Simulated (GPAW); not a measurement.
**TePt in GPAW: convergence with k mesh**

Input of the first run (k mesh 2 × 2 × 2); the others differ in this setting and in those tied to it:

The input run.py:

```python
from ase import Atoms
from ase.dft.bandgap import bandgap
from ase.io import write
from ase.units import GPa
from gpaw import GPAW, PW

atoms = Atoms(['Pt', 'Te'],
              cell=[[0.0, 3.24504255, 3.24504255],
                    [3.24504255, 0.0, 3.24504255],
                    [3.24504255, 3.24504255, 0.0]],
              scaled_positions=[[0.0, 0.0, 0.0],
                                [0.25, 0.25, 0.25]],
              pbc=True)

calc = GPAW(mode=PW(600),
            xc='LDA',
            kpts={'size': (2, 2, 2), 'gamma': True},
            occupations={'name': 'fermi-dirac', 'width': 0.05},
            nbands=22,
            convergence={'density': 1e-05, 'energy': 1e-05},
            maxiter=100,
            txt='gpaw.txt')
atoms.calc = calc
energy = atoms.get_potential_energy()
forces = atoms.get_forces()
stress = atoms.get_stress()
calc.write('gs.gpw')
write('result.traj', atoms)
print(f'Energy: {energy:.6f} eV')
print('Forces (eV/A):')
print(forces.round(4))
print('Stress (GPa):', (stress / GPa).round(3))
print('Fermi level:', round(calc.get_fermi_level(), 4), 'eV')
print(f'Gap: {bandgap(calc)[0]:.4f} eV, direct: {bandgap(calc, direct=True)[0]:.4f} eV')
```

Potentials or basis: the program's PAW data sets (release 1.2.1) made for this functional, pw.

Launch:

```sh
$ OMP_NUM_THREADS=1 python run.py
```

Measurements of this composition are mostly on another form, of space group No. 166.

Hardware: 1 thread of Arm Neoverse V1 (shared host).

```tsv
k mesh	energy less the tightest run, at zero smearing (meV/atom)	pressure (GPa)	SCF cycles	CPU time (s)	peak memory (GiB)
2 × 2 × 2	73.53	-15.40	10	5	0.15
3 × 3 × 3	-17.09	-14.77	10	5.9	0.15
4 × 4 × 4	-13.79	-14.38	10	9.9	0.15
5 × 5 × 5	15.04	-14.30	10	12	0.15
6 × 6 × 6	1.65	-14.62	10	18	0.16
7 × 7 × 7	-1.71	-14.68	10	22	0.17
8 × 8 × 8	1.54	-14.54	10	30	0.18
10 × 10 × 10	0.00	-14.57	10	48	0.2
```

Against the tightest run, the pressure stays within 0.1 GPa from 8 × 8 × 8 on. Not settled before the last step: the energy (to 1 meV/atom). Meshes of other sizes hit other points, so gaps and Fermi surfaces needn't settle smoothly. The tightest run that finished is the yardstick and may itself not be fully converged.

The run has no spin-orbit coupling, so splittings on Pt, Te are missing.
